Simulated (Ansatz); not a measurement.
# SnS2: the cost of one run

Computed with Ansatz 0.2.0 (DFT PBE, scalar-relativistic, plane waves, PAW, unless a step's input says otherwise).

1 further run of the same task is left out (set aside as unsound or not needed).

## 1. The starting structure

It takes space group P-3m1 (No. 164, trigonal). Conventional cell: a = 3.702 Å, b = 3.702 Å, c = 6.973 Å, α = 90.00°, β = 90.00°, γ = 120.00°. Sn (site symmetry -3m) has 6 S at 2.60 Å as nearest neighbours. S (site symmetry 3m) has 3 Sn at 2.60 Å as nearest neighbours.

Coordinates:

```
CELL_PARAMETERS angstrom
3.70248 0.00000 0.00000
-1.85124 3.20644 0.00000
0.00000 0.00000 6.97333
ATOMIC_POSITIONS crystal
Sn 0.00000 0.00000 0.00000
S 0.66667 0.33333 0.21196
S 0.33333 0.66667 0.78804
```

It is the result of an earlier relaxation at this level (volume 27.60 Å³/atom; gap on the mesh: 1.54 eV).

## 2. Relaxing at 30 GPa

What is minimised here is the enthalpy; the energy can go up as the cell is squeezed.

input.yaml

```yaml
crystal:
  lattice:
    - [3.7024787369, 0.0, 0.0]
    - [-1.8512393684, 3.2064406432, 0.0]
    - [0.0, 0.0, 6.9733290208]
  atoms:
    - { symbol: Sn, position: [0.0, 0.0, 0.0] }
    - { symbol: S, position: [0.6666666667, 0.3333333333, 0.2119625359] }
    - { symbol: S, position: [0.3333333333, 0.6666666667, 0.7880374641] }
basis:
  ecutwfc: 420
kpoints:
  mp_grid: { grid: [12, 12, 4] }
hamiltonian:
  xc: pbe
scf:
  occupations: { method: fixed }
output:
  forces: true
  stress: true
  eigenvalues: true
relax:
  adjacent_minimum: "off"
  f_tol: 0.001
  max_steps: 60
  cell: { stress_tol: 0.02, p_target: 30.0 }
```

The run is started by

```
$ ansatz run input.yaml --threads 1 --pin off --max-ram 3072MiB --backend cpu --events-out ev --progress --plain --runs-dir out
```

Q: Estimate wall time and peak memory on 1 thread of Arm Neoverse V1, shared host.

About 85 s, with a peak of 0.39 GiB.
